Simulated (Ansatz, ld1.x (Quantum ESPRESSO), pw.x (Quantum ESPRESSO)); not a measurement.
**From atom to crystal: TM potential for titanium**

titanium (Ti), norm-conserving Troullier–Martins (Kleinman–Bylander form), made with ld1.x (Quantum ESPRESSO) 7.5 (PBE, scalar-relativistic). Core [Ar], reference 3d2 4s1.5 4p0.5. Waves: 4s (bound): rc 2.55 bohr; 3d (bound): rc 2.50 bohr; 4p (bound): rc 2.95 bohr. Local part: the p channel. Core correction: Bessel-smoothed model core inside 1.65 bohr.

Atomic tests: cutoffs needed: 40 Ry and 45 Ry (the cutoffs (Ry, on a coarse ladder) from which the occupation-weighted sum of valence levels, in a spherical-Bessel basis at the reference potential, stays within 10 and 1 mRy of its value at 400 Ry); ghost test: ghost state, extra bound levels that the all-electron valence spectrum of the same l lacks: s at -4.1 eV; a true bound ghost makes a file unfit for plane-wave use (spherical-Bessel basis up to 400 Ry, 20 bohr box); configuration tests: 3 of 7 tests not solved or not reliable.

Crystal test: fcc Ti in pw.x 7.5, no spin, 14³ k-points, Fermi–Dirac smearing 0.01 Ry, cutoffs 55/220 Ry. The reference is all-electron LAPW (Ansatz 0.2.0) with the same functional, mesh and smearing; V0 and B0 come from Birch–Murnaghan fits to the pressures at five volumes. Errors are pseudo minus all-electron; Δ is the rms difference of the E(V) curves that follow from these fits, minima aligned, over ±6 % about the mean V0. Mesh and smearing are coarse, so the numbers serve the comparison and aren't converged zero-temperature values; the lattice is a test structure that the element need not adopt.

All-electron: a0 = 4.119 Å (V0 = 17.47 Å³/atom), B0 = 106.1 GPa.

Problem. How far does the potential miss the all-electron equation of state?

Solution. mean pressure error (GPa): +11.56. The pressure does not cross zero within the volumes sampled, so no fit is given. The largest radius (2.95 bohr) exceeds half the bond length (2.75 bohr), so the spheres overlap, which is one possible source of error among others. This is a poor potential for the solid. Note: ghost state, extra bound levels that the all-electron valence spectrum of the same l lacks: s at -4.1 eV. A true bound ghost makes a file unfit for plane-wave use. Atomic configuration tests: 3 of 7 tests not solved or not reliable. The logarithmic derivative shows an extra or strongly shifted pseudo pole above the reference energy (s near -0.31 Ry).

```csv
V (Å³/atom),P all-electron (GPa),P pseudo (GPa)
16.608,5.83,20.04
17.045,2.70,15.43
17.482,-0.10,11.31
17.919,-2.60,7.64
18.356,-4.83,4.36
```

Problem. At the middle volume, how do free energy and pressure move when the wave cutoff is lowered (ecutrho kept at four times it)?

Solution.

```tsv
cutoff (Ry)	shift of F (meV/atom)	shift of P (GPa)
25	+2526.8	-83.16
33	+355.1	-19.84
44	+7.0	-0.84
```

Input at the middle volume:

```
&control
  calculation='scf', prefix='x', pseudo_dir='./', outdir='./tmp', tstress=.true., disk_io='none'
/
&system
  ibrav=0, nat=1, ntyp=1, ecutwfc=55, ecutrho=220, nbnd=9,
  occupations='smearing', smearing='fd', degauss=0.01
/
&electrons
  conv_thr=1e-09, mixing_beta=0.4, electron_maxstep=70
/
ATOMIC_SPECIES
Ti 1.0 Ti.UPF
CELL_PARAMETERS angstrom
  0.00000000 2.05993590 2.05993590
  2.05993590 0.00000000 2.05993590
  2.05993590 2.05993590 0.00000000
ATOMIC_POSITIONS crystal
Ti 0.0000 0.0000 0.0000
K_POINTS automatic
14 14 14 0 0 0
```

```bash
pw.x < Ti.scf.in > Ti.scf.out
```

Lines of the output:

```
Message from routine setup:
     using ibrav=0 with symmetry is DISCOURAGED, use correct ibrav instead
     lattice parameter (alat)  =       5.5051  a.u.
     unit-cell volume          =     117.9744 (a.u.)^3
     number of electrons       =         4.00
     number of Kohn-Sham states=            9
     kinetic-energy cutoff     =      55.0000  Ry
     charge density cutoff     =     220.0000  Ry
     scf convergence threshold =      1.0E-09
     Exchange-correlation= PBE
     number of k points=   104  Fermi-Dirac smearing, width (Ry)=  0.0100
     iteration #  1     ecut=    55.00 Ry     beta= 0.40
     total energy              =     -18.52760391 Ry
     estimated scf accuracy    <       0.02638389 Ry
     iteration #  2     ecut=    55.00 Ry     beta= 0.40
     total energy              =     -18.52924186 Ry
     estimated scf accuracy    <       0.00252939 Ry
     iteration #  3     ecut=    55.00 Ry     beta= 0.40
     total energy              =     -18.52960329 Ry
     estimated scf accuracy    <       0.00015813 Ry
     iteration #  4     ecut=    55.00 Ry     beta= 0.40
     total energy              =     -18.52960928 Ry
     estimated scf accuracy    <       0.00000881 Ry
     iteration #  5     ecut=    55.00 Ry     beta= 0.40
     total energy              =     -18.52961077 Ry
     estimated scf accuracy    <          6.2E-09 Ry
     iteration #  6     ecut=    55.00 Ry     beta= 0.40
     total energy              =     -18.52961078 Ry
     estimated scf accuracy    <          1.6E-09 Ry
     iteration #  7     ecut=    55.00 Ry     beta= 0.40
     the Fermi energy is     8.4479 ev
!    total energy              =     -18.52961078 Ry
     estimated scf accuracy    <          2.1E-10 Ry
     smearing contrib. (-TS)   =      -0.00774239 Ry
     The total energy is F=E-TS. E is the sum of the following terms:
     one-electron contribution =       5.75251547 Ry
     hartree contribution      =       0.20326856 Ry
     xc contribution           =     -15.05520572 Ry
     ewald contribution        =      -9.42244670 Ry
     convergence has been achieved in   7 iterations
          total   stress  (Ry/bohr**3)                   (kbar)     P=      113.10
     Message from routine punch:
     Nothing written, as per user request (disk_io='none')
```

The run at the middle volume (104 k-points, 7 iterations) took about 6.3 s on one core of a shared host (Neoverse-V1, 32 threads, 247 GiB, load 54).
